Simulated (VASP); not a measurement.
**VASP inputs for SnO (zincblende)**

INCAR

```
ISIF = 2
LWAVE = .FALSE.
LASPH = .TRUE.
LCHARG = .FALSE.
NBANDS = 17
NSW = 0
EDIFF = 1E-7
GGA = PS
ISMEAR = -1
SIGMA = 0.02
LREAL = .FALSE.
ENCUT = 520
IBRION = -1
PREC = Accurate
NELM = 120
```

KPOINTS

```
KPOINTS created by Atomic Simulation Environment
0
Gamma
8 8 8
0 0 0
```

KPOINTS_OPT

```
special points
7
Reciprocal
0.0000000000 0.0000000000 0.0000000000 1
0.5000000000 0.0000000000 0.5000000000 1
0.5000000000 0.2500000000 0.7500000000 1
0.3750000000 0.3750000000 0.7500000000 1
0.5000000000 0.5000000000 0.5000000000 1
0.6250000000 0.2500000000 0.6250000000 1
0.5000000000 0.1000000000 0.6000000000 1
```

POSCAR

```
Sn O
 1.0000000000000000
     0.0000000000000000    2.7082147232636280    2.7082147232636280
     2.7082147232636280   -0.0000000000000000    2.7082147232636280
     2.7082147232636280    2.7082147232636280   -0.0000000000000000
 Sn  O
   1   1
Cartesian
 -0.0000000000000000 -0.0000000000000000 -0.0000000000000000
  1.3541073616318140  1.3541073616318140  1.3541073616318140
```

VASP ran with the recommended PBE PAW datasets (20 valence electrons in the cell).

**Question.** Estimate the main results of this run.

**Answer.** gap between bands v and c -0.20 eV (bands overlap: a metal); least direct gap 0.08 eV; pressure -1.2 GPa.

Band v is the last that the valence electrons fill when counted band by band, and c is the next. Levels in eV from the top of v:

```
point    v−1      v      c   c+1
    Γ  -3.72  -3.72   4.39  4.39
    X  -4.92  -0.74  -0.20  5.16
    W  -5.28   0.00   1.23  2.52
    K  -4.67  -0.39   0.65  3.30
    L  -4.15  -2.47   1.58  4.53
```
